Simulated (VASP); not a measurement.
Wanted: the native input for a VASP 6.6.1 run.

```yaml
Task: relaxation of shape and atoms at fixed volume
Functional: PBE
Potentials_or_basis: VASP PAW PBE potentials, release 64 (Mo, Se)
Cutoff: 300 eV
k_mesh: 5 × 5 × 1
Occupations: gaussian, width 0.03 eV
Spin: no spin polarisation
Further_INCAR_settings: ALGO = Normal; EDIFF = 1e-07; IBRION = 2; EDIFFG = -0.01; NSW = 40; ISIF = 4
```

The structure of MoSe2 lies in POSCAR:

```
MoSe2                                   
1.0
    3.3164412268      0.0000000000      0.0000000000
   -1.6582206135      2.8721223526     -0.0000000000
   -0.0000000000     -0.0000000000     14.7142621645
  Mo              Se            
     2     4
Direct
     0.3333333332999970    0.6666666667000030    0.2500000000000000
     0.6666666667000030    0.3333333332999970    0.7500000000000000
     0.3333333332999970    0.6666666667000030    0.6365775026932494
     0.6666666667000030    0.3333333332999970    0.1365775026932494
     0.3333333332999970    0.6666666667000030    0.8634224973067506
     0.6666666667000030    0.3333333332999970    0.3634224973067507
```

One way to write it, as run:

INCAR

```
  PREC = Accurate
  ENCUT = 300
  EDIFF = 1E-7
  ISMEAR = 0
  SIGMA = 0.03
  LREAL = F
  LASPH = T
  NELM = 80
  ALGO = Normal
  ISIF = 4
  LWAVE = F
  LCHARG = F
  GGA = PE
  IBRION = 2
  NSW = 40
  EDIFFG = -0.01
  KPAR = 2
```

KPOINTS

```
regular mesh
0
Gamma
  5 5 1
```

Potentials or basis: VASP PAW PBE potentials, release 64 (Mo, Se).

Command:

```bash
$ cat potpaw_PBE.64/Mo/POTCAR potpaw_PBE.64/Se/POTCAR > POTCAR
$ mpirun -np 2 vasp_std > vasp.out
```

It gave:

```yaml
Pressure_after_relaxing: 0.0 GPa
Band_gap_on_the_k_mesh: 1.41 eV, indirect (least direct gap 1.86 eV)
```

Caveat: the k mesh is coarse (spacing up to 0.44 Å⁻¹), so the values aren't converged; the relaxation stopped at its first step, so nothing moved; an odd mesh through Γ misses points on the zone boundary, where band edges often lie; this functional lacks dispersion, which binds the layers, so the pressure and a relaxed spacing across them are unreliable.

Wall time 14 s on 2 MPI ranks on Intel(R) Xeon(R) Platinum 8488C (Sapphire Rapids), on a shared host, peak memory 0.16 GiB a rank.
